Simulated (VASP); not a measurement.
# Ge in VASP 6.6.1, single-point calculation

INCAR

```
NBANDS = 21
IBRION = -1
GGA = PE
SIGMA = 0.1
ENCUT = 520
ISMEAR = 0
ISIF = 2
LCHARG = .FALSE.
PREC = Accurate
LASPH = .FALSE.
LREAL = .FALSE.
NSW = 0
EDIFF = 1E-7
LWAVE = .FALSE.
NELM = 120
```

KPOINTS

```
KPOINTS created by Atomic Simulation Environment
0
Gamma
8 8 8
0 0 0
```

POSCAR

```
Ge
 1.0000000000000000
     0.0000000000000000    2.8652422471999999    2.8652422471999999
     2.8652422471999999    0.0000000000000000    2.8652422471999999
     2.8652422471999999    2.8652422471999999    0.0000000000000000
 Ge
   2
Cartesian
  0.0000000000000000  0.0000000000000000  0.0000000000000000
  1.4326211235999999  1.4326211235999999  1.4326211235999999
```

The recommended PBE PAW datasets give the neutral cell 28 valence electrons.

Command

```
mpirun -np 1 vasp_std
```

Q: Predict the outcome of this run.

A: It converged. Results: gap between bands v and c on the k mesh 0.00 eV; least direct gap on the k mesh 0.00 eV; pressure 0.9 GPa. Band v is the last that the valence electrons fill when counted band by band, and c is the next.

OSZICAR

```
N       E                     dE             d eps       ncg     rms          rms(c)
DAV:   1     0.201109049928E+03    0.20111E+03   -0.14495E+04  1334   0.355E+03
DAV:   2     0.211844868833E+02   -0.17992E+03   -0.17455E+03  1218   0.680E+02
DAV:   3    -0.804291961898E+01   -0.29227E+02   -0.29033E+02  1418   0.147E+02
DAV:   4    -0.908268708051E+01   -0.10398E+01   -0.10393E+01  1348   0.327E+01
DAV:   5    -0.910042861351E+01   -0.17742E-01   -0.17741E-01  1418   0.479E+00    0.304E+00
DAV:   6    -0.905001778526E+01    0.50411E-01   -0.19302E-02  1348   0.139E+00    0.181E+00
DAV:   7    -0.902211427819E+01    0.27904E-01   -0.44558E-02  1324   0.201E+00    0.152E-01
DAV:   8    -0.902391572184E+01   -0.18014E-02   -0.66707E-03  1338   0.112E+00    0.509E-02
DAV:   9    -0.902392158239E+01   -0.58605E-05   -0.24684E-04  1639   0.288E-01    0.196E-02
DAV:  10    -0.902396254541E+01   -0.40963E-04   -0.93673E-05  1341   0.127E-01    0.635E-03
DAV:  11    -0.902396328896E+01   -0.74355E-06   -0.14072E-05  1597   0.695E-02    0.233E-03
DAV:  12    -0.902396373534E+01   -0.44638E-06   -0.80145E-07  1356   0.131E-02    0.512E-04
DAV:  13    -0.902396363668E+01    0.98656E-07   -0.29369E-08   912   0.172E-03
   1 F= -.90239636E+01 E0= -.90236670E+01  d E =-.593350E-03
```

For comparison, a separate PBE run of the intended cell, on usual settings and not on those above, gives a gap of 0.00 eV on its mesh and a pressure of 0.9 GPa.
